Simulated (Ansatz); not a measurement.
## CsSnI3: course of a relaxation

Computed with Ansatz 0.2.0, DFT PBEsol, scalar-relativistic, plane waves, PAW. Settings: 420 eV cutoff, 6×6×6 k-mesh, Gaussian smearing of 0.01 eV, no spin polarisation.

What was changed: biaxial strain in the a-b plane, c and atoms relaxed: -2.0 %.

Command:

```bash
ansatz run input.yaml --threads 1 --pin off --max-ram 2560MiB --backend cpu --events-out ev --progress --plain --runs-dir out
```

Input:

```yaml
crystal:
  lattice:
    - [6.0113899559, 0.0, 0.0]
    - [0.0, 6.0113899559, 0.0]
    - [0.0, 0.0, 6.2076802401]
  atoms:
    - { symbol: Cs, position: [0.0, 0.0, 0.0] }
    - { symbol: Sn, position: [0.5, 0.5, 0.5] }
    - { symbol: I, position: [0.0, 0.5, 0.5] }
    - { symbol: I, position: [0.5, 0.0, 0.5] }
    - { symbol: I, position: [0.5, 0.5, 0.0] }
basis:
  ecutwfc: 420
kpoints:
  mp_grid: { grid: [6, 6, 6] }
hamiltonian:
  xc: pbesol
scf:
  occupations: { method: gaussian, width: 0.01 }
output:
  forces: true
  stress: true
  eigenvalues: true
relax:
  adjacent_minimum: "off"
  f_tol: 0.008
  max_steps: 40
  cell: { stress_tol: 0.015, fix: [a, b, gamma] }
```

F is the free energy. Steps run on the plane waves of an earlier cell, but the last one, and at times one on the way, on a freshly chosen basis, so a repeated geometry can differ a little in energy. The held parts of the cell keep their stress, so P needn't end at zero.

Steps:

| step | F − F(1) (eV) | largest force component (eV/Å) | V (Å³/atom) | P (GPa) |
| --- | --- | --- | --- | --- |
| 1 | 0.0000 | 0.000 | 44.865 | 0.60 |
| 2 | -0.0011 | 0.000 | 44.721 | 0.65 |
| 3 | -0.0017 | 0.000 | 44.545 | 0.73 |
| 4 | -0.0015 | 0.000 | 44.545 | 0.73 |

Relaxed structure:

```xyz
5
Lattice="6.0114 0.0000 0.0000 0.0000 6.0114 0.0000 0.0000 0.0000 6.1634" Properties=species:S:1:pos:R:3 pbc="T T T"
Cs    0.0000    0.0000    0.0000
Sn    3.0057    3.0057    3.0817
I     0.0000    3.0057    3.0817
I     3.0057    0.0000    3.0817
I     3.0057    3.0057    0.0000
```

The structure is tetragonal, space group P4/mmm (No. 123). The conventional cell has a = 6.011 Å, b = 6.011 Å, c = 6.163 Å, α = 90.00°, β = 90.00°, γ = 90.00°. Cs (site symmetry 4/mmm) is surrounded by 12 I at 4.25 to 4.30 Å. Sn (site symmetry 4/mmm) is surrounded by 6 I at 3.01 to 3.08 Å. Around I (site symmetry mmm) lie 2 Sn at 3.01 Å. I (site symmetry 4/mmm) has 2 Sn at 3.08 Å as nearest neighbours.

The run converged. It took 100 s on 1 thread of Arm Neoverse V2 (shared host), peak memory 0.65 GiB.